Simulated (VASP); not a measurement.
# ZnS (F-43m) in VASP: further runs

The runs below take ZnS through dielectric tensor, with PBE.

Everything below comes from runs of VASP 6.6.1. Logs are shortened: lines on timing, memory, paths and dates and some standing lists are left out, and cuts for length are marked.

## 1. The structure

The structure is cubic, space group F-43m (No. 216). Conventional cell: a = 5.404 Å, b = 5.404 Å, c = 5.404 Å, α = 90.00°, β = 90.00°, γ = 90.00°. Around Zn (site symmetry -43m) lie 4 S at 2.34 Å. Around S (site symmetry -43m) lie 4 Zn at 2.34 Å.

## 2. Dielectric tensor, PBE

Contents of INCAR:

```
PREC     = Accurate       # precision mode
ENCUT    = 400            # plane-wave cutoff, eV
EDIFF    = 1E-8           # SCF threshold, eV
ISMEAR   = 0              # smearing method
SIGMA    = 0.01           # smearing width, eV
LREAL    = False          # projectors in reciprocal space
LASPH    = True           # aspherical terms in the spheres
NELM     = 100            # most SCF steps
ALGO     = Normal         # electronic algorithm
ISIF     = 2              # what is computed and relaxed
LWAVE    = False          # write WAVECAR
LCHARG   = False          # write CHGCAR
GGA      = PE             # functional
LEPSILON = True           # dielectric tensor by DFPT
```

Contents of KPOINTS:

```
regular mesh
0
Gamma
  8 8 8
```

Contents of POSCAR:

```
ZnS
1.0
    0.0000000000      2.7020000000      2.7020000000
    2.7020000000      0.0000000000      2.7020000000
    2.7020000000      2.7020000000      0.0000000000
Zn S
1 1
Direct
    0.7500000000      0.7500000000      0.7500000000
    0.0000000000      0.0000000000      0.0000000000
```

Potentials or basis: VASP PAW PBE potentials, release 64 (Zn, S).

Run with:

```bash
$ cat potpaw_PBE.64/Zn/POTCAR potpaw_PBE.64/S/POTCAR > POTCAR
$ mpirun -np 1 vasp_std > vasp.out
```

OUTCAR:

```text
PREC = Accurate
   ENCUT = 400
   EDIFF = 1E-8
   ISMEAR = 0
   LREAL = False
   LASPH = True
   NELM = 100
   ISIF = 2
   GGA = PE
   LEPSILON = True

 Found     29 irreducible k-points:

 Following reciprocal coordinates:
            Coordinates               Weight
  0.000000  0.000000  0.000000      1.000000
  0.125000  0.000000  0.000000      8.000000
  0.250000  0.000000  0.000000      8.000000
  0.375000  0.000000  0.000000      8.000000
  0.500000  0.000000  0.000000      4.000000
  0.125000  0.125000  0.000000      6.000000
   k-points           NKPTS =     29   k-points in BZ     NKDIM =     29   number of bands    NBANDS=     13
   number of dos      NEDOS =    301   number of ions     NIONS =      2
   total plane-waves  NPLWV =  21952
   dimension x,y,z NGX =    28 NGY =   28 NGZ =   28
   dimension x,y,z NGXF=    56 NGYF=   56 NGZF=   56
   ions per type =               1   1
   NGX,Y,Z   is equivalent  to a cutoff of  12.18, 12.18, 12.18 a.u.
   NGXF,Y,Z  is equivalent  to a cutoff of  24.36, 24.36, 24.36 a.u.
 SYSTEM =  unknown system
   PREC   = accura    normal or accurate (medium, high low for compatibility)
   ISTART =      0    job   : 0-new  1-cont  2-samecut
   ICHARG =      2    charge: 1-file 2-atom 10-const
   ISPIN  =      1    spin polarized calculation?
   LNONCOLLINEAR =      F non collinear calculations
   LSORBIT =      F    spin-orbit coupling
   LASPH  =      T    aspherical Exc in radial PAW
   ENCUT  =  400.0 eV  29.40 Ry    5.42 a.u.   6.23  6.23  6.23*2*pi/ulx,y,z
   NELM   =    100;   NELMIN=  2; NELMDL= -5     # of ELM steps
   EDIFF  = 0.1E-07   stopping-criterion for ELM
   LREAL  =      F    real-space projection
   EDIFFG = 0.1E-06   stopping-criterion for IOM
   NSW    =      0    number of steps for IOM
   IBRION =     -1    ionic relax: 0-MD 1-quasi-New 2-CG
   NFREE  =      0    steps in history (QN), initial steepest desc. (CG)
   ISIF   =      2    stress and relaxation
   ISYM   =      2    0-nonsym 1-usesym 2-fastsym
   POTIM  = 0.5000    time-step for ionic-motion
   TEBEG  =    0.0;   TEEND  =   0.0 temperature during run
   PSTRESS=    0.0 pullay stress
   NELECT =      18.0000    total number of electrons
   NUPDOWN=      -1.0000    fix difference up-down
   EMIN   =  10.00;   EMAX   =-10.00  energy-range for DOS
   EFERMI =   0.00;   METHOD = LEGACY
   ISMEAR =     0;   SIGMA  =   0.01  broadening in eV -4-tet -1-fermi 0-gaus
   EFERMI_NEDOS =   21; number of points for ismear=-14 and -15
   IALGO  =     38    algorithm
   IMIX   =      4    mixing-type and parameters
     AMIX     =   0.40;   BMIX     =  1.00
     AMIX_MAG =   1.60;   BMIX_MAG =  1.00
  volume/ion in A,a.u.               =      19.73       133.12
[... 145 lines left out ...]
      4.05300      4.05300      4.05300        -0.000000      0.000000     -0.000000
      0.00000      0.00000      0.00000         0.000000      0.000000      0.000000
 -----------------------------------------------------------------------------------
    total drift:                                0.000001      0.000001      0.000001

  FREE ENERGIE OF THE ION-ELECTRON SYSTEM (eV)
  ---------------------------------------------------
  free  energy   TOTEN  =        -6.8456257544 eV

  energy  without entropy=       -6.8456257544  energy(sigma->0) =       -6.84562575

 HEAD OF MICROSCOPIC STATIC DIELECTRIC TENSOR (INDEPENDENT PARTICLE, excluding Hartree and local field effects)
 ------------------------------------------------------
           6.386068     0.000000     0.000000
          -0.000000     6.386068    -0.000000
          -0.000000     0.000000     6.386068
 ------------------------------------------------------

 Free energy of the ion-electron system (eV)
  ---------------------------------------------------
  ---------------------------------------------------
  free energy    TOTEN  =        -0.59012513 eV

  energy without entropy =       -0.59012513

------------------------ aborting loop because EDIFF is reached ----------------------------------------

--------------------------------------- Ionic step        2  -------------------------------------------

------------------------ aborting loop because EDIFF is reached ----------------------------------------

--------------------------------------- Ionic step        3  -------------------------------------------

 Free energy of the ion-electron system (eV)
  ---------------------------------------------------
  ---------------------------------------------------
  free energy    TOTEN  =        -0.59012524 eV

  energy without entropy =       -0.59012524

------------------------ aborting loop because EDIFF is reached ----------------------------------------

 PIEZOELECTRIC TENSOR FIELD DIRECTION 3  (e Angst)
 -----------------------------------------------------------------------------
    -0.00027 -1.66423  0.00000           ( -0.00000  0.02092  0.00000)
    -1.66423 -0.00027  0.00000           (  0.02092 -0.00000  0.00000)
     0.00000  0.00000 -0.00088           (  0.00000  0.00000 -0.00000)

 PIEZOELECTRIC TENSOR FIELD DIRECTION 3  (C/m^2)
 -----------------------------------------------------------------------------
    -0.00011 -0.67583  0.00000
    -0.67583 -0.00011  0.00000
     0.00000  0.00000 -0.00036

 MACROSCOPIC STATIC DIELECTRIC TENSOR (including local field effects in DFT)
 ------------------------------------------------------
           6.001590    -0.000000    -0.000000
           0.000000     6.001590     0.000000
           0.000000     0.000000     6.001590
 ------------------------------------------------------

 PIEZOELECTRIC TENSOR (including local field effects)  for field in x, y, z        (e  Angst)
          XX          YY          ZZ          XY          YZ          ZX
  --------------------------------------------------------------------------------
  x     0.00000     0.00000    -0.00000     0.00000    -1.67907     0.00000
  y    -0.00000    -0.00000     0.00000     0.00000     0.00000    -1.67907
  z     0.00000     0.00000    -0.00000    -1.67907     0.00000     0.00000

 PIEZOELECTRIC TENSOR (including local field effects)  for field in x, y, z        (C/m^2)
          XX          YY          ZZ          XY          YZ          ZX
  --------------------------------------------------------------------------------
  x     0.00000     0.00000    -0.00000     0.00000    -0.68186     0.00000
  y    -0.00000    -0.00000     0.00000     0.00000     0.00000    -0.68186
  z     0.00000     0.00000    -0.00000    -0.68186     0.00000     0.00000

 BORN EFFECTIVE CHARGES (including local field effects) (in |e|, cummulative output)
 ---------------------------------------------------------------------------------
 ion    1
    1     2.01612     0.00000     0.00000
    2     0.00000     2.01612     0.00000
    3     0.00000     0.00000     2.01612
 ion    2
    1    -2.01612     0.00000     0.00000
    2    -0.00000    -2.01612    -0.00000
    3     0.00000     0.00000    -2.01612
```

It took 2.2 min on 1 thread of Intel Xeon Platinum 8488C (Sapphire Rapids), shared host; peak memory 0.22 GiB.

These settings aren't checked as converged: the numbers below hold their error.

What came out:

```
Band gap on the k mesh                  : 2.11 eV, direct
Electronic dielectric tensor (diagonal) : 6.00
Born charges (mean of the diagonal)     : Zn +2.02; S -2.02 e
```

## 3. Dielectric tensor, PBE

INCAR, as its differences from that of step 2:

```diff
@@ -1,3 +1,3 @@
 PREC     = Accurate       # precision mode
-ENCUT    = 400            # plane-wave cutoff, eV
+ENCUT    = 300            # plane-wave cutoff, eV
 EDIFF    = 1E-8           # SCF threshold, eV
```

Contents of KPOINTS:

```
regular mesh
0
Gamma
  10 10 10
```

POSCAR is that of step 2.

Potentials or basis: VASP PAW PBE potentials, release 64 (Zn, S).

Run with:

```bash
$ cat potpaw_PBE.64/Zn/POTCAR potpaw_PBE.64/S/POTCAR > POTCAR
$ mpirun -np 1 vasp_std > vasp.out
```

OUTCAR:

```text
PREC = Accurate
   ENCUT = 300
   EDIFF = 1E-8
   ISMEAR = 0
   LREAL = False
   LASPH = True
   NELM = 100
   ISIF = 2
   GGA = PE
   LEPSILON = True

 Found     47 irreducible k-points:

 Following reciprocal coordinates:
            Coordinates               Weight
  0.000000  0.000000  0.000000      1.000000
  0.100000  0.000000  0.000000      8.000000
  0.200000  0.000000  0.000000      8.000000
  0.300000  0.000000  0.000000      8.000000
  0.400000  0.000000  0.000000      8.000000
  0.500000  0.000000  0.000000      4.000000
   k-points           NKPTS =     47   k-points in BZ     NKDIM =     47   number of bands    NBANDS=     13
   number of dos      NEDOS =    301   number of ions     NIONS =      2
   total plane-waves  NPLWV =  13824
   dimension x,y,z NGX =    24 NGY =   24 NGZ =   24
   dimension x,y,z NGXF=    48 NGYF=   48 NGZF=   48
   ions per type =               1   1
   NGX,Y,Z   is equivalent  to a cutoff of  10.44, 10.44, 10.44 a.u.
   NGXF,Y,Z  is equivalent  to a cutoff of  20.88, 20.88, 20.88 a.u.
 SYSTEM =  unknown system
   PREC   = accura    normal or accurate (medium, high low for compatibility)
   ISTART =      0    job   : 0-new  1-cont  2-samecut
   ICHARG =      2    charge: 1-file 2-atom 10-const
   ISPIN  =      1    spin polarized calculation?
   LNONCOLLINEAR =      F non collinear calculations
   LSORBIT =      F    spin-orbit coupling
   LASPH  =      T    aspherical Exc in radial PAW
   ENCUT  =  300.0 eV  22.05 Ry    4.70 a.u.   5.40  5.40  5.40*2*pi/ulx,y,z
   NELM   =    100;   NELMIN=  2; NELMDL= -5     # of ELM steps
   EDIFF  = 0.1E-07   stopping-criterion for ELM
   LREAL  =      F    real-space projection
   EDIFFG = 0.1E-06   stopping-criterion for IOM
   NSW    =      0    number of steps for IOM
   IBRION =     -1    ionic relax: 0-MD 1-quasi-New 2-CG
   NFREE  =      0    steps in history (QN), initial steepest desc. (CG)
   ISIF   =      2    stress and relaxation
   ISYM   =      2    0-nonsym 1-usesym 2-fastsym
   POTIM  = 0.5000    time-step for ionic-motion
   TEBEG  =    0.0;   TEEND  =   0.0 temperature during run
   PSTRESS=    0.0 pullay stress
   NELECT =      18.0000    total number of electrons
   NUPDOWN=      -1.0000    fix difference up-down
   EMIN   =  10.00;   EMAX   =-10.00  energy-range for DOS
   EFERMI =   0.00;   METHOD = LEGACY
   ISMEAR =     0;   SIGMA  =   0.01  broadening in eV -4-tet -1-fermi 0-gaus
   EFERMI_NEDOS =   21; number of points for ismear=-14 and -15
   IALGO  =     38    algorithm
   IMIX   =      4    mixing-type and parameters
     AMIX     =   0.40;   BMIX     =  1.00
     AMIX_MAG =   1.60;   BMIX_MAG =  1.00
  volume/ion in A,a.u.               =      19.73       133.12
  Fermi-wavevector in a.u.,A,eV,Ry     =   1.260290  2.381602 21.610537  1.588330
  Thomas-Fermi vector in A             =   2.393807
   LORBIT       =      0    0 simple, 1 ext, 2 COOP (PROOUT), +10 PAW based schemes
   GGA     = PE    functional components
   LHFCALC =     F    Hartree Fock is set to
   AEXX    =    0.0000 exact exchange contribution
   IVDW    =     0    specifies the selected vdW correction
   LEPSILON=     T    determine dielectric tensor
   LRPA    =     F    only Hartree local field effects (RPA)
 non-spin polarized calculation
 Gauss-broadening in eV      SIGMA  =   0.01
  energy-cutoff  :      300.00
  volume of cell :       39.45
 maximum number of plane-waves:       483
[... 113 lines left out ...]
  Direction    XX          YY          ZZ          XY          YZ          ZX
  --------------------------------------------------------------------------------------
  -------------------------------------------------------------------------------------
  Total        0.3730034      0.3730034      0.3730034      0.0000000      0.0000000      0.0000000
  in kB       15.1473720     15.1473720     15.1473720      0.0000000      0.0000000      0.0000000
  external PRESSURE =      15.1473720 kB  Pullay stress =       0.0000000 kB

 VOLUME and BASIS-vectors are now :
 -----------------------------------------------------------------------------
  energy-cutoff  :      300.00
  volume of cell :       39.45
      direct lattice vectors                 reciprocal lattice vectors
     0.000000000  2.702000000  2.702000000    -0.185048113  0.185048113  0.185048113
     2.702000000  0.000000000  2.702000000     0.185048113 -0.185048113  0.185048113
     2.702000000  2.702000000  0.000000000     0.185048113  0.185048113 -0.185048113

 POSITION                                       TOTAL-FORCE (eV/Angst)
 -----------------------------------------------------------------------------------
      4.05300      4.05300      4.05300        -0.000000     -0.000000     -0.000000
      0.00000      0.00000      0.00000         0.000000      0.000000      0.000000
 -----------------------------------------------------------------------------------
    total drift:                               -0.000001     -0.000001     -0.000002

  FREE ENERGIE OF THE ION-ELECTRON SYSTEM (eV)
  ---------------------------------------------------
  free  energy   TOTEN  =        -6.8439967591 eV

  energy  without entropy=       -6.8439967591  energy(sigma->0) =       -6.84399676

 HEAD OF MICROSCOPIC STATIC DIELECTRIC TENSOR (INDEPENDENT PARTICLE, excluding Hartree and local field effects)
 ------------------------------------------------------
           6.315385    -0.000000     0.000000
          -0.000000     6.315385     0.000000
           0.000000    -0.000000     6.315385
 ------------------------------------------------------

 Free energy of the ion-electron system (eV)
  ---------------------------------------------------
  ---------------------------------------------------
  free energy    TOTEN  =        -0.58169569 eV

  energy without entropy =       -0.58169569

------------------------ aborting loop because EDIFF is reached ----------------------------------------

--------------------------------------- Ionic step        2  -------------------------------------------

------------------------ aborting loop because EDIFF is reached ----------------------------------------

--------------------------------------- Ionic step        3  -------------------------------------------

 Free energy of the ion-electron system (eV)
  ---------------------------------------------------
  ---------------------------------------------------
  free energy    TOTEN  =        -0.58169554 eV

  energy without entropy =       -0.58169554

------------------------ aborting loop because EDIFF is reached ----------------------------------------

 PIEZOELECTRIC TENSOR FIELD DIRECTION 3  (e Angst)
 -----------------------------------------------------------------------------
    -0.00070 -1.65840  0.00000           ( -0.00000  0.01734  0.00000)
    -1.65840 -0.00070  0.00000           (  0.01734 -0.00000  0.00000)
     0.00000  0.00000 -0.00044           (  0.00000  0.00000 -0.00000)

 PIEZOELECTRIC TENSOR FIELD DIRECTION 3  (C/m^2)
 -----------------------------------------------------------------------------
    -0.00028 -0.67346  0.00000
    -0.67346 -0.00028  0.00000
     0.00000  0.00000 -0.00018

 MACROSCOPIC STATIC DIELECTRIC TENSOR (including local field effects in DFT)
 ------------------------------------------------------
           5.930635    -0.000000    -0.000000
          -0.000000     5.930635    -0.000000
           0.000000    -0.000000     5.930635
 ------------------------------------------------------

 PIEZOELECTRIC TENSOR (including local field effects)  for field in x, y, z        (e  Angst)
          XX          YY          ZZ          XY          YZ          ZX
  --------------------------------------------------------------------------------
  x    -0.00000     0.00000     0.00000     0.00000    -1.66918     0.00000
  y     0.00000     0.00000     0.00000     0.00000     0.00000    -1.66918
  z    -0.00000     0.00000    -0.00000    -1.66918     0.00000     0.00000

 PIEZOELECTRIC TENSOR (including local field effects)  for field in x, y, z        (C/m^2)
          XX          YY          ZZ          XY          YZ          ZX
  --------------------------------------------------------------------------------
  x    -0.00000     0.00000     0.00000     0.00000    -0.67784     0.00000
  y     0.00000     0.00000     0.00000     0.00000     0.00000    -0.67784
  z    -0.00000     0.00000    -0.00000    -0.67784     0.00000     0.00000

 BORN EFFECTIVE CHARGES (including local field effects) (in |e|, cummulative output)
 ---------------------------------------------------------------------------------
 ion    1
    1     2.00466     0.00000    -0.00000
    2     0.00000     2.00466     0.00000
    3    -0.00000     0.00000     2.00466
 ion    2
    1    -2.00466    -0.00000     0.00000
    2    -0.00000    -2.00466    -0.00000
    3     0.00000    -0.00000    -2.00466
```

Run time: 98 s. Hardware: 1 thread of Intel Xeon Platinum 8488C (Sapphire Rapids), shared host; peak memory 0.22 GiB.

The run converged, but some of its settings lie outside the range that counts as converged, so its numbers aren't taken as properties of the crystal.

What came out:

```
Band gap on the k mesh                  : 2.11 eV, direct
Electronic dielectric tensor (diagonal) : 5.93
Born charges (mean of the diagonal)     : Zn +2.00; S -2.00 e
```

Caveat: the cutoff is under 1.25 times the usual one of these potentials, so pressure, stress and relaxed cells hold a basis-set (Pulay) error.
